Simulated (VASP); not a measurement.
# ZnS (F-43m) in VASP: settings compared, part 3 of 4

VASP 6.6.1. Earlier steps stand in the parts before.

### Step 5. Relaxation of cell and atoms, PBE+D3

Input file INCAR:

```
SYSTEM = ZnS
ALGO     = Fast           ! electronic algorithm
EDIFF    = 1E-6           ! SCF threshold, eV
EDIFFG   = -0.005         ! ionic threshold
ENCUT    = 600            ! plane-wave cutoff, eV
GGA      = PE             ! functional
IBRION   = 2              ! ionic algorithm
ISIF     = 3              ! what is computed and relaxed
ISMEAR   = -1             ! smearing method
IVDW     = 11             ! dispersion correction
LASPH    = .TRUE.         ! aspherical terms in the spheres
LCHARG   = .FALSE.        ! write CHGCAR
LREAL    = .FALSE.        ! projectors in reciprocal space
LWAVE    = .FALSE.        ! write WAVECAR
NELM     = 60             ! most SCF steps
NSW      = 40             ! ionic steps
PREC     = Accurate       ! precision mode
SIGMA    = 0.05           ! smearing width, eV
```

Input file KPOINTS:

```
k-points
0
G
  9 9 9
  0 0 0
```

Input file POSCAR:

```
ZnS
1.0
    0.0000000000      2.7020000000      2.7020000000
    2.7020000000      0.0000000000      2.7020000000
    2.7020000000      2.7020000000      0.0000000000
Zn S
1 1
Direct
    0.7500000000      0.7500000000      0.7500000000
    0.0000000000      0.0000000000      0.0000000000
```

Potentials or basis: VASP PAW PBE potentials, release 64 (Zn, S).

Run with:

```
cat potpaw_PBE.64/Zn/POTCAR potpaw_PBE.64/S/POTCAR > POTCAR
mpirun -np 1 vasp_std > vasp.out
```

OUTCAR:

```text
SYSTEM = ZnS
   EDIFF = 1E-6
   EDIFFG = -0.005
   ENCUT = 600
   GGA = PE
   IBRION = 2
   ISIF = 3
   ISMEAR = -1
   IVDW = 11
   LASPH = .TRUE.
   LREAL = .FALSE.
   NELM = 60
   NSW = 40
   PREC = Accurate
 IVDW          = 11

 ion  position               nearest neighbor table
   1  0.750  0.750  0.750-   2 2.34   2 2.34   2 2.34   2 2.34
   2  0.000  0.000  0.000-   1 2.34   1 2.34   1 2.34   1 2.34

  LATTYP: Found a face centered cubic cell.
 ALAT       =     5.4040000000

  Lattice vectors:

 A1 = (   0.0000000000,   2.7020000000,   2.7020000000)
 A2 = (   2.7020000000,   0.0000000000,   2.7020000000)
 A3 = (   2.7020000000,   2.7020000000,   0.0000000000)

Analysis of symmetry for initial positions (statically):
=====================================================================
 Subroutine PRICEL returns:
 Original cell was already a primitive cell.

 Routine SETGRP: Setting up the symmetry group for a
 face centered cubic supercell.

 Subroutine GETGRP returns: Found 24 space group operations
 (whereof 24 operations were pure point group operations)
 out of a pool of 48 trial point group operations.

The static configuration has the point symmetry T_d .

Analysis of symmetry for dynamics (positions and initial velocities):
=====================================================================
 Subroutine PRICEL returns:
 Original cell was already a primitive cell.

 Routine SETGRP: Setting up the symmetry group for a
 face centered cubic supercell.

 Subroutine GETGRP returns: Found 24 space group operations
 (whereof 24 operations were pure point group operations)
 out of a pool of 48 trial point group operations.

The dynamic configuration has the point symmetry T_d .

 Subroutine INISYM returns: Found 24 space group operations
 (whereof 24 operations are pure point group operations),
 and found     1 'primitive' translations

----------------------------------------------------------------------------------------

                                     Primitive cell

  volume of cell :      39.4535

  direct lattice vectors                    reciprocal lattice vectors
     0.000000000  2.702000000  2.702000000    -0.185048113  0.185048113  0.185048113
     2.702000000  0.000000000  2.702000000     0.185048113 -0.185048113  0.185048113
     2.702000000  2.702000000  0.000000000     0.185048113  0.185048113 -0.185048113

  length of vectors
     3.821205046  3.821205046  3.821205046     0.320512733  0.320512733  0.320512733

  position of ions in fractional coordinates (direct lattice)
     0.750000000  0.750000000  0.750000000
     0.000000000  0.000000000  0.000000000

  ion indices of the primitive-cell ions
   primitive index   ion index
                 1           1
                 2           2

----------------------------------------------------------------------------------------

 KPOINTS: k-points

Automatic generation of k-mesh.
 Grid dimensions read from file:
 generate k-points for:    9    9    9

 Generating k-lattice:

  Cartesian coordinates                     Fractional coordinates (reciprocal lattice)
    -0.020560901  0.020560901  0.020560901     0.111111111  0.000000000  0.000000000
     0.020560901 -0.020560901  0.020560901     0.000000000  0.111111111  0.000000000
     0.020560901  0.020560901 -0.020560901     0.000000000  0.000000000  0.111111111

  Length of vectors
     0.035612526  0.035612526  0.035612526

  Shift w.r.t. Gamma in fractional coordinates (k-lattice)
     0.000000000  0.000000000  0.000000000

 Subroutine IBZKPT returns following result:
 ===========================================

 Found     35 irreducible k-points:

 Following reciprocal coordinates:
            Coordinates               Weight
  0.000000  0.000000  0.000000      1.000000
  0.111111  0.000000  0.000000      8.000000
  0.222222  0.000000  0.000000      8.000000
  0.333333  0.000000  0.000000      8.000000
  0.444444  0.000000  0.000000      8.000000
  0.111111  0.111111  0.000000      6.000000
[... 16 lines left out ...]
 -0.333333  0.333333  0.000000     12.000000
  0.444444  0.444444  0.000000      6.000000
 [... further k-points ...]
   k-points           NKPTS =     35   k-points in BZ     NKDIM =     35   number of bands    NBANDS=     13
   number of dos      NEDOS =    301   number of ions     NIONS =      2
   total plane-waves  NPLWV =  32768
   dimension x,y,z NGX =    32 NGY =   32 NGZ =   32
   dimension x,y,z NGXF=    64 NGYF=   64 NGZF=   64
   ions per type =               1   1
   NGX,Y,Z   is equivalent  to a cutoff of  13.92, 13.92, 13.92 a.u.
   NGXF,Y,Z  is equivalent  to a cutoff of  27.84, 27.84, 27.84 a.u.
 SYSTEM =  ZnS
   PREC   = accura    normal or accurate (medium, high low for compatibility)
   ISTART =      0    job   : 0-new  1-cont  2-samecut
   ICHARG =      2    charge: 1-file 2-atom 10-const
   ISPIN  =      1    spin polarized calculation?
   LNONCOLLINEAR =      F non collinear calculations
   LSORBIT =      F    spin-orbit coupling
   LASPH  =      T    aspherical Exc in radial PAW
   ENCUT  =  600.0 eV  44.10 Ry    6.64 a.u.   7.63  7.63  7.63*2*pi/ulx,y,z
   NELM   =     60;   NELMIN=  2; NELMDL= -5     # of ELM steps
   EDIFF  = 0.1E-05   stopping-criterion for ELM
   LREAL  =      F    real-space projection
   EDIFFG = -.5E-02   stopping-criterion for IOM
   NSW    =     40    number of steps for IOM
   IBRION =      2    ionic relax: 0-MD 1-quasi-New 2-CG
   NFREE  =      1    steps in history (QN), initial steepest desc. (CG)
   ISIF   =      3    stress and relaxation
   ISYM   =      2    0-nonsym 1-usesym 2-fastsym
   POTIM  = 0.5000    time-step for ionic-motion
   TEBEG  =    0.0;   TEEND  =   0.0 temperature during run
   PSTRESS=    0.0 pullay stress
   NELECT =      18.0000    total number of electrons
   NUPDOWN=      -1.0000    fix difference up-down
   EMIN   =  10.00;   EMAX   =-10.00  energy-range for DOS
   EFERMI =   0.00;   METHOD = LEGACY
   ISMEAR =    -1;   SIGMA  =   0.05  broadening in eV -4-tet -1-fermi 0-gaus
   EFERMI_NEDOS =   21; number of points for ismear=-14 and -15
   IALGO  =     68    algorithm
   IMIX   =      4    mixing-type and parameters
     AMIX     =   0.40;   BMIX     =  1.00
     AMIX_MAG =   1.60;   BMIX_MAG =  1.00
  volume/ion in A,a.u.               =      19.73       133.12
  Fermi-wavevector in a.u.,A,eV,Ry     =   1.260290  2.381602 21.610537  1.588330
  Thomas-Fermi vector in A             =   2.393807
   LORBIT       =      0    0 simple, 1 ext, 2 COOP (PROOUT), +10 PAW based schemes
   GGA     = PE    functional components
   LHFCALC =     F    Hartree Fock is set to
   AEXX    =    0.0000 exact exchange contribution
   IVDW    =    11    specifies the selected vdW correction
   LEPSILON=     F    determine dielectric tensor
   LRPA    =     F    only Hartree local field effects (RPA)
 conjugate gradient relaxation of ions
 non-spin polarized calculation
 RMM-DIIS sequential band-by-band and
  energy-cutoff  :      600.00
  volume of cell :       39.45
 maximum number of plane-waves:      1363
   NGX = 15   NGY = 15   NGZ = 15

--------------------------------------- Ionic step        1  -------------------------------------------

 number of electron      17.9999998 magnetization

 Free energy of the ion-electron system (eV)
  ---------------------------------------------------
  ext. energy  EPLUGINS =         0.00000000
  ---------------------------------------------------
  free energy    TOTEN  =        -6.84726998 eV

  energy without entropy =       -6.84726998  energy(sigma->0) =       -6.84726998

------------------------ aborting loop because EDIFF is reached ----------------------------------------

 Edisp (eV)   -0.53605

 E8    (eV) :    -0.3121
[... 271 lines left out ...]
--------------------------------------- Ionic step        8  -------------------------------------------

 number of electron      17.9999993 magnetization

 Free energy of the ion-electron system (eV)
  ---------------------------------------------------
  ext. energy  EPLUGINS =         0.00000000
  ---------------------------------------------------
  free energy    TOTEN  =        -6.84118038 eV

  energy without entropy =       -6.84118038  energy(sigma->0) =       -6.84118038

 E-fermi :   3.2292     XC(G=0):  -9.6834

 val. band max:        2.2124903250   @ k =   0.0000   0.0000   0.0000
 cond. band min:       4.3773225413   @ k =   0.0000   0.0000   0.0000
 fundamental gap:      2.1648322164
 Fermi energy:         3.2292244909

 k-point     1 :       0.0000    0.0000    0.0000
  band No.  band energies     occupation
      1     -11.0070      2.00000
      2      -4.1722      2.00000
      3      -4.1722      2.00000
      4      -4.1722      2.00000
      5      -3.6605      2.00000
      6      -3.6605      2.00000
      7       2.2125      2.00000
      8       2.2125      2.00000
      9       2.2125      2.00000
     10       4.3773      0.00000
     11       8.6014      0.00000
     12       8.6014      0.00000
     13       8.6014      0.00000
[... 354 lines left out ...]
  band No.  band energies     occupation
      1      -9.7859      2.00000
      2      -4.2121      2.00000
      3      -3.8346      2.00000
      4      -3.8346      2.00000
      5      -3.5850      2.00000
      6      -3.5017      2.00000
      7      -2.2232      2.00000
      8       0.0095      2.00000
      9       0.0095      2.00000
     10       5.6551      0.00000
     11       6.3437      0.00000
     12      13.0122      0.00000
     13      13.8236      0.00000

 [... further k-points ...]

------------------------ aborting loop because EDIFF is reached ----------------------------------------

 Edisp (eV)   -0.54323

 E8    (eV) :    -0.3172
[... 25 lines left out ...]
  FREE ENERGIE OF THE ION-ELECTRON SYSTEM (eV)
  ---------------------------------------------------
  free  energy   TOTEN  =        -7.3844101005 eV

  energy  without entropy=       -7.3844101004  energy(sigma->0) =       -7.38441010

 reached required accuracy - stopping structural energy minimisation
```

It took 62 s on 1 thread of Intel Xeon Platinum 8488C (Sapphire Rapids), shared host; peak memory 0.2 GiB.

What came out:

* Free energy: -7.3844 eV
* Relaxed volume: 19.50 Å³/atom
* Relaxed cell: a = 3.807 Å, b = 3.807 Å, c = 3.807 Å, α = 60.00°, β = 60.00°, γ = 60.00°
* Space group after relaxing (to 0.05 Å): F-43m (No. 216)
* Energy gained by relaxing: 0.5 meV/atom
* Ionic steps: 8
* Pressure after relaxing: 0.0 GPa
* Band gap on the k mesh: 2.16 eV, direct
* Dispersion energy per atom: -0.272 eV

Step by step:
```csv
step,energy change (eV),largest force (eV/Å),pressure (GPa),volume (Å³)
1,0.0000,0.0000,-0.60,39.45
2,-0.0011,0.0000,0.10,39.03
3,-0.0011,0.0000,0.06,39.06
4,-0.0011,0.0000,-0.13,39.09
5,-0.0011,0.0000,-0.15,39.07
6,-0.0011,0.0000,-0.12,39.04
7,-0.0011,0.0000,0.17,38.96
8,-0.0011,0.0000,0.03,39.01
```

Final structure:
```xyz
2
Lattice="0.0000 2.6918 2.6918 2.6918 0.0000 2.6918 2.6918 2.6918 0.0000" Properties=species:S:1:pos:R:3 pbc="T T T"
Zn    4.0377    4.0377    4.0377
S     0.0000    0.0000    0.0000
```

(Part 3 of 4 ends here.)
